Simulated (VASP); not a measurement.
# PbS (Fm-3m) in VASP: a series of runs

The runs below take PbS through relaxation of cell and atoms, vibrations by finite differences, with r2SCAN.

Everything below comes from runs of VASP 6.6.1. Logs are shortened: lines on timing, memory, paths and dates and some standing lists are left out, and cuts for length are marked.

**1. The structure**

It takes space group Fm-3m (No. 225, cubic). Conventional cell: a = 5.931 Å, b = 5.931 Å, c = 5.931 Å, α = 90.00°, β = 90.00°, γ = 90.00°. Pb (site symmetry m-3m) has 6 S at 2.97 Å as nearest neighbours. S (site symmetry m-3m) has 6 Pb at 2.97 Å as nearest neighbours.

**2. Relaxation of cell and atoms, r2SCAN**

INCAR

```
  PREC = Accurate
  ENCUT = 520
  EDIFF = 1E-7
  ISMEAR = 0
  SIGMA = 0.02
  LREAL = False
  LASPH = True
  NELM = 80
  ALGO = Normal
  ISIF = 3
  LWAVE = False
  LCHARG = False
  METAGGA = R2SCAN
  LMIXTAU = True
  IBRION = 2
  NSW = 80
  EDIFFG = -0.002
```

KPOINTS

```
Automatic mesh
0
Gamma
  10 10 10
```

POSCAR

```
PbS
1.0
    0.0000000000      2.9657500000      2.9657500000
    2.9657500000      0.0000000000      2.9657500000
    2.9657500000      2.9657500000      0.0000000000
Pb S
1 1
Direct
    0.0000000000      0.0000000000      0.0000000000
    0.5000000000      0.5000000000      0.5000000000
```

Potentials or basis: VASP PAW PBE potentials, release 64 (Pb_d, S).

Command:

```bash
> cat potpaw_PBE.64/Pb_d/POTCAR potpaw_PBE.64/S/POTCAR > POTCAR
> mpirun -np 1 vasp_std > vasp.out
```

OUTCAR:

```text
PREC = Accurate
   ENCUT = 520
   EDIFF = 1E-7
   ISMEAR = 0
   LREAL = False
   LASPH = True
   NELM = 80
   ISIF = 3
   METAGGA = R2SCAN
   IBRION = 2
   NSW = 80
   EDIFFG = -0.002

 ion  position               nearest neighbor table
   1  0.000  0.000  0.000-   2 2.97   2 2.97   2 2.97   2 2.97   2 2.97   2 2.97
   2  0.500  0.500  0.500-   1 2.97   1 2.97   1 2.97   1 2.97   1 2.97   1 2.97

  LATTYP: Found a face centered cubic cell.
 ALAT       =     5.9315000000

  Lattice vectors:

 A1 = (   0.0000000000,   2.9657500000,   2.9657500000)
 A2 = (   2.9657500000,   0.0000000000,   2.9657500000)
 A3 = (   2.9657500000,   2.9657500000,   0.0000000000)

Analysis of symmetry for initial positions (statically):
=====================================================================
 Subroutine PRICEL returns:
 Original cell was already a primitive cell.

 Routine SETGRP: Setting up the symmetry group for a
 face centered cubic supercell.

 Subroutine GETGRP returns: Found 48 space group operations
 (whereof 48 operations were pure point group operations)
 out of a pool of 48 trial point group operations.

The static configuration has the point symmetry O_h .

Analysis of symmetry for dynamics (positions and initial velocities):
=====================================================================
 Subroutine PRICEL returns:
 Original cell was already a primitive cell.

 Routine SETGRP: Setting up the symmetry group for a
 face centered cubic supercell.

 Subroutine GETGRP returns: Found 48 space group operations
 (whereof 48 operations were pure point group operations)
 out of a pool of 48 trial point group operations.

The dynamic configuration has the point symmetry O_h .

 Subroutine INISYM returns: Found 48 space group operations
 (whereof 48 operations are pure point group operations),
 and found     1 'primitive' translations

----------------------------------------------------------------------------------------

                                     Primitive cell

  volume of cell :      52.1715

  direct lattice vectors                    reciprocal lattice vectors
     0.000000000  2.965750000  2.965750000    -0.168591419  0.168591419  0.168591419
     2.965750000  0.000000000  2.965750000     0.168591419 -0.168591419  0.168591419
     2.965750000  2.965750000  0.000000000     0.168591419  0.168591419 -0.168591419

  length of vectors
     4.194203873  4.194203873  4.194203873     0.292008903  0.292008903  0.292008903

  position of ions in fractional coordinates (direct lattice)
     0.000000000  0.000000000  0.000000000
     0.500000000  0.500000000  0.500000000

  ion indices of the primitive-cell ions
   primitive index   ion index
                 1           1
                 2           2

----------------------------------------------------------------------------------------

 KPOINTS: Automatic mesh

Automatic generation of k-mesh.
 Grid dimensions read from file:
 generate k-points for:   10   10   10

 Generating k-lattice:

  Cartesian coordinates                     Fractional coordinates (reciprocal lattice)
    -0.016859142  0.016859142  0.016859142     0.100000000  0.000000000  0.000000000
     0.016859142 -0.016859142  0.016859142     0.000000000  0.100000000  0.000000000
     0.016859142  0.016859142 -0.016859142     0.000000000  0.000000000  0.100000000

  Length of vectors
     0.029200890  0.029200890  0.029200890

  Shift w.r.t. Gamma in fractional coordinates (k-lattice)
     0.000000000  0.000000000  0.000000000

 Subroutine IBZKPT returns following result:
 ===========================================

 Found     47 irreducible k-points:

 Following reciprocal coordinates:
            Coordinates               Weight
  0.000000  0.000000  0.000000      1.000000
  0.100000  0.000000  0.000000      8.000000
  0.200000  0.000000  0.000000      8.000000
  0.300000  0.000000  0.000000      8.000000
  0.400000  0.000000  0.000000      8.000000
  0.500000  0.000000  0.000000      4.000000
[... 16 lines left out ...]
  0.300000  0.300000  0.000000      6.000000
  0.400000  0.300000  0.000000     24.000000
 [... further k-points ...]
   k-points           NKPTS =     47   k-points in BZ     NKDIM =     47   number of bands    NBANDS=     14
   number of dos      NEDOS =    301   number of ions     NIONS =      2
   total plane-waves  NPLWV =  32768
   dimension x,y,z NGX =    32 NGY =   32 NGZ =   32
   dimension x,y,z NGXF=    64 NGYF=   64 NGZF=   64
   ions per type =               1   1
   NGX,Y,Z   is equivalent  to a cutoff of  12.68, 12.68, 12.68 a.u.
   NGXF,Y,Z  is equivalent  to a cutoff of  25.37, 25.37, 25.37 a.u.
 SYSTEM =  unknown system
   PREC   = accura    normal or accurate (medium, high low for compatibility)
   ISTART =      0    job   : 0-new  1-cont  2-samecut
   ICHARG =      2    charge: 1-file 2-atom 10-const
   ISPIN  =      1    spin polarized calculation?
   LNONCOLLINEAR =      F non collinear calculations
   LSORBIT =      F    spin-orbit coupling
   LASPH  =      T    aspherical Exc in radial PAW
   ENCUT  =  520.0 eV  38.22 Ry    6.18 a.u.   7.80  7.80  7.80*2*pi/ulx,y,z
   NELM   =     80;   NELMIN=  2; NELMDL= -5     # of ELM steps
   EDIFF  = 0.1E-06   stopping-criterion for ELM
   LREAL  =      F    real-space projection
   EDIFFG = -.2E-02   stopping-criterion for IOM
   NSW    =     80    number of steps for IOM
   IBRION =      2    ionic relax: 0-MD 1-quasi-New 2-CG
   NFREE  =      1    steps in history (QN), initial steepest desc. (CG)
   ISIF   =      3    stress and relaxation
   ISYM   =      2    0-nonsym 1-usesym 2-fastsym
   POTIM  = 0.5000    time-step for ionic-motion
   TEBEG  =    0.0;   TEEND  =   0.0 temperature during run
   PSTRESS=    0.0 pullay stress
   NELECT =      20.0000    total number of electrons
   NUPDOWN=      -1.0000    fix difference up-down
   EMIN   =  10.00;   EMAX   =-10.00  energy-range for DOS
   EFERMI =   0.00;   METHOD = LEGACY
   ISMEAR =     0;   SIGMA  =   0.02  broadening in eV -4-tet -1-fermi 0-gaus
   EFERMI_NEDOS =   21; number of points for ismear=-14 and -15
   IALGO  =     38    algorithm
   IMIX   =      4    mixing-type and parameters
     AMIX     =   0.40;   BMIX     =  1.00
     AMIX_MAG =   1.60;   BMIX_MAG =  1.00
  volume/ion in A,a.u.               =      26.09       176.04
  Fermi-wavevector in a.u.,A,eV,Ry     =   1.189251  2.247359 19.242973  1.414319
  Thomas-Fermi vector in A             =   2.325363
   LORBIT       =      0    0 simple, 1 ext, 2 COOP (PROOUT), +10 PAW based schemes
   METAGGA = R2SCAN    functional components
   LHFCALC =     F    Hartree Fock is set to
   AEXX    =    0.0000 exact exchange contribution
   IVDW    =     0    specifies the selected vdW correction
   LEPSILON=     F    determine dielectric tensor
   LRPA    =     F    only Hartree local field effects (RPA)
 conjugate gradient relaxation of ions
 non-spin polarized calculation
 Gauss-broadening in eV      SIGMA  =   0.02
  energy-cutoff  :      520.00
  volume of cell :       52.17
 maximum number of plane-waves:      1422
   NGX = 15   NGY = 15   NGZ = 15

--------------------------------------- Ionic step        1  -------------------------------------------

 number of electron      19.9999998 magnetization

 Free energy of the ion-electron system (eV)
  ---------------------------------------------------
  ext. energy  EPLUGINS =         0.00000000
  ---------------------------------------------------
  free energy    TOTEN  =       -65.60694645 eV

  energy without entropy =      -65.60694645  energy(sigma->0) =      -65.60694645

------------------------ aborting loop because EDIFF is reached ----------------------------------------

  FORCE on cell =-STRESS in cart. coord.  units (eV):
  Direction    XX          YY          ZZ          XY          YZ          ZX
  --------------------------------------------------------------------------------------
  -------------------------------------------------------------------------------------
  Total        0.4245870      0.4245870      0.4245870     -0.0000000      0.0000000     -0.0000000
  in kB       13.0389823     13.0389823     13.0389823     -0.0000000      0.0000000     -0.0000000
  external PRESSURE =      13.0389823 kB  Pullay stress =       0.0000000 kB

 VOLUME and BASIS-vectors are now :
 -----------------------------------------------------------------------------
  energy-cutoff  :      520.00
  volume of cell :       52.17
      direct lattice vectors                 reciprocal lattice vectors
     0.000000000  2.965750000  2.965750000    -0.168591419  0.168591419  0.168591419
     2.965750000  0.000000000  2.965750000     0.168591419 -0.168591419  0.168591419
     2.965750000  2.965750000  0.000000000     0.168591419  0.168591419 -0.168591419
[... 109 lines left out ...]
 POSITION                                       TOTAL-FORCE (eV/Angst)
 -----------------------------------------------------------------------------------
     -0.00000      2.98722      2.98722        -0.000000     -0.000000      0.000000
      2.98722      2.98722      2.98722         0.000000      0.000000     -0.000000
 -----------------------------------------------------------------------------------
    total drift:                               -0.000000     -0.000000     -0.000000

  FREE ENERGIE OF THE ION-ELECTRON SYSTEM (eV)
  ---------------------------------------------------
  free  energy   TOTEN  =       -65.6113942530 eV

  energy  without entropy=      -65.6113942530  energy(sigma->0) =      -65.61139425

--------------------------------------- Ionic step        5  -------------------------------------------

 number of electron      20.0000001 magnetization

 Free energy of the ion-electron system (eV)
  ---------------------------------------------------
  ext. energy  EPLUGINS =         0.00000000
  ---------------------------------------------------
  free energy    TOTEN  =       -65.61139573 eV

  energy without entropy =      -65.61139573  energy(sigma->0) =      -65.61139573

 E-fermi :   5.5197     XC(G=0): -10.1481

 val. band max:        5.4028738270   @ k =   0.5000   0.0000   0.0000
 cond. band min:       6.1031948729   @ k =   0.5000   0.0000   0.0000
 fundamental gap:      0.7003210459
 Fermi energy:         5.5197469456

 k-point     1 :       0.0000    0.0000    0.0000
  band No.  band energies     occupation
      1     -11.9963      2.00000
      2     -11.9963      2.00000
      3     -11.9963      2.00000
      4     -11.9796      2.00000
      5     -11.9796      2.00000
      6      -8.5962      2.00000
      7      -0.7231      2.00000
      8       3.2004      2.00000
      9       3.2004      2.00000
     10       3.2004      2.00000
     11      10.9152      0.00000
     12      10.9152      0.00000
     13      10.9152      0.00000
     14      12.6127      0.00000

 k-point     2 :       0.1000    0.0000    0.0000
  band No.  band energies     occupation
      1     -11.9959      2.00000
      2     -11.9941      2.00000
      3     -11.9941      2.00000
      4     -11.9807      2.00000
      5     -11.9807      2.00000
      6      -8.5117      2.00000
      7      -1.0346      2.00000
      8       3.2276      2.00000
      9       3.2276      2.00000
     10       3.4421      2.00000
[... 362 lines left out ...]
 k-point    24 :       0.4000    0.3000    0.0000
  band No.  band energies     occupation
      1     -12.0849      2.00000
      2     -12.0112      2.00000
      3     -11.9673      2.00000
      4     -11.9544      2.00000
      5     -11.9496      2.00000
      6      -7.3745      2.00000
      7      -2.3068      2.00000
      8       1.8242      2.00000
      9       2.2735      2.00000
     10       2.4776      2.00000
     11       9.4873      0.00000
     12       9.9719      0.00000
     13      10.6689      0.00000
     14      11.1681      0.00000

 [... further k-points ...]

------------------------ aborting loop because EDIFF is reached ----------------------------------------

  FORCE on cell =-STRESS in cart. coord.  units (eV):
  Direction    XX          YY          ZZ          XY          YZ          ZX
  --------------------------------------------------------------------------------------
  -------------------------------------------------------------------------------------
  Total        0.0018441      0.0018441      0.0018441      0.0000000      0.0000000      0.0000000
  in kB        0.0554437      0.0554437      0.0554437      0.0000000      0.0000000      0.0000000
  external PRESSURE =       0.0554437 kB  Pullay stress =       0.0000000 kB

 VOLUME and BASIS-vectors are now :
 -----------------------------------------------------------------------------
  energy-cutoff  :      520.00
  volume of cell :       53.29
      direct lattice vectors                 reciprocal lattice vectors
    -0.000000000  2.986784869  2.986784869    -0.167404089  0.167404089  0.167404089
     2.986784869  0.000000000  2.986784869     0.167404089 -0.167404089  0.167404089
     2.986784869  2.986784869 -0.000000000     0.167404089  0.167404089 -0.167404089

 POSITION                                       TOTAL-FORCE (eV/Angst)
 -----------------------------------------------------------------------------------
      2.98678      2.98678     -0.00000         0.000000     -0.000000     -0.000000
      2.98678      2.98678      2.98678         0.000000      0.000000      0.000000
 -----------------------------------------------------------------------------------
    total drift:                                0.000000     -0.000000     -0.000000

  FREE ENERGIE OF THE ION-ELECTRON SYSTEM (eV)
  ---------------------------------------------------
  free  energy   TOTEN  =       -65.6113957347 eV

  energy  without entropy=      -65.6113957347  energy(sigma->0) =      -65.61139573

 reached required accuracy - stopping structural energy minimisation
```

Wall time 5.1 min (1 thread of Intel Xeon Platinum 8259CL at 2.50GHz (Skylake/Cascade Lake), shared host); peak memory 0.22 GiB.

What came out:

* Free energy: -65.6114 eV
* Relaxed volume: 26.64 Å³/atom
* Relaxed cell: a = 4.224 Å, b = 4.224 Å, c = 4.224 Å, α = 60.00°, β = 60.00°, γ = 60.00°
* Space group after relaxing (to 0.05 Å): Fm-3m (No. 225)
* Energy gained by relaxing: 2.2 meV/atom
* Ionic steps: 5
* Pressure after relaxing: 0.0 GPa
* Band gap on the k mesh: 0.70 eV, direct

Step by step:
| step | energy change (eV) | largest force (eV/Å) | pressure (GPa) | volume (Å³) |
| --- | --- | --- | --- | --- |
| 1 | 0.0000 | 0.0000 | 1.30 | 52.17 |
| 2 | -0.0036 | 0.0000 | -0.53 | 53.79 |
| 3 | -0.0044 | 0.0000 | 0.01 | 53.29 |
| 4 | -0.0044 | 0.0000 | -0.02 | 53.31 |
| 5 | -0.0044 | 0.0000 | 0.01 | 53.29 |

Final structure:
```
Pb S
1.0
     0.00000    2.98678    2.98678
     2.98678    0.00000    2.98678
     2.98678    2.98678    0.00000
Pb S
1 1
Direct
  0.00000 0.00000 0.00000
  0.50000 0.50000 0.50000
```

Levels at points of the mesh, in eV from the valence-band top:
| k point | band 6 | band 7 | band 8 | band 9 | band 10 | band 11 | band 12 | band 13 | band 14 |
| --- | --- | --- | --- | --- | --- | --- | --- | --- | --- |
| (0.00, 0.00, 0.00) | -14.00 | -6.13 | -2.20 | -2.20 | -2.20 | 5.51 | 5.51 | 5.51 | 7.21 |
| (0.50, 0.00, 0.00) | -12.80 | -8.97 | -1.82 | -1.82 | 0.00 | 0.70 | 2.25 | 2.25 | 9.16 |
| (0.50, 0.50, 0.00) | -12.37 | -7.31 | -5.18 | -3.45 | -3.45 | 4.26 | 5.95 | 6.03 | 6.03 |

Caveat: the PAW data sets were made with another functional, which shifts forces and pressure a little; spin-orbit coupling is left out, which as a rule narrows the gap of such compounds by several tenths of an eV. A k mesh can miss the band edges.

(Part 1 of 2 ends here.)
